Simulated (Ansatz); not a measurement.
We consider fluorite SrF₂, described by PBE-D3(BJ) (plane waves, PAW; Ansatz, a first-principles code).

Settings: plane-wave cutoff 520 eV, 10×10×10 k mesh, Fermi–Dirac smearing 0.01 eV, scalar-relativistic PAW data made under PBE.

The cell is scaled about its equilibrium volume:

| V (Å³/atom) | P (GPa) | direct gap at Γ (eV) | smallest gap on the k mesh (eV) |
|---|---|---|---|
| 15.417 | 4.85 | 7.341 | 7.247 |
| 15.745 | 3.05 | 7.224 | 7.126 |
| 16.073 | 1.44 | 7.110 | 7.010 |
| 16.401 | 0.00 | 7.000 | 6.898 |
| 16.729 | -1.29 | 6.894 | 6.790 |
| 17.057 | -2.43 | 6.792 | 6.685 |
| 17.385 | -3.46 | 6.692 | 6.584 |

The fundamental gap (6.90 eV at the equilibrium volume, with added k points) lies elsewhere than Γ–Γ.

Measured, for comparison: band gap 11.1 eV (temperature not stated, no zero-point or thermal correction; as tabulated in Aguado et al. (1999), arXiv:cond-mat/9901145).

Spin–orbit coupling is not included.
